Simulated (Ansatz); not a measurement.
MgF2:
```
CELL_PARAMETERS angstrom
      4.55701     0.00000     0.00000
      0.00000     4.55701     0.00000
      0.00000     0.00000     3.01372
ATOMIC_POSITIONS crystal
  Mg 0.50000 0.50000 0.50000
  Mg 0.00000 0.00000 0.00000
  F  0.69700 0.69700 0.00000
  F  0.30300 0.30300 0.00000
  F  0.80300 0.19700 0.50000
  F  0.19700 0.80300 0.50000
```

Relaxed with LDA.

**Question.** Decompose the optical modes at the zone centre into irreducible representations, and say which are infrared and Raman allowed.

**Answer.** Point group 4/mmm: Γ_opt = A1g + A2g + A2u + B1g + 2B1u + B2g + Eg + 3Eu. Infrared: A2u, Eu. Raman: A1g, B1g, B2g, Eg.

**Question.** Assign frequencies (DFPT, LDA (plane waves, PAW; program Ansatz); without the LO–TO term).

**Answer.** B1g 75, B1u 201, Eu 235, A2g 287, Eg 303, A2u 422, A1g 424, Eu 425, B1u 446, Eu 477, B2g 524 cm⁻¹.

Subscripts of B labels follow the axes of the standard setting.

Space group P4_2/mnm (rutile). Symmetry was held in the LDA relaxation.

Potentials: the earlier of the program's two PAW sets. The files were generated under PBE; for other functionals the program regenerates the frozen cores, and for LDA and PBEsol the local potential too.
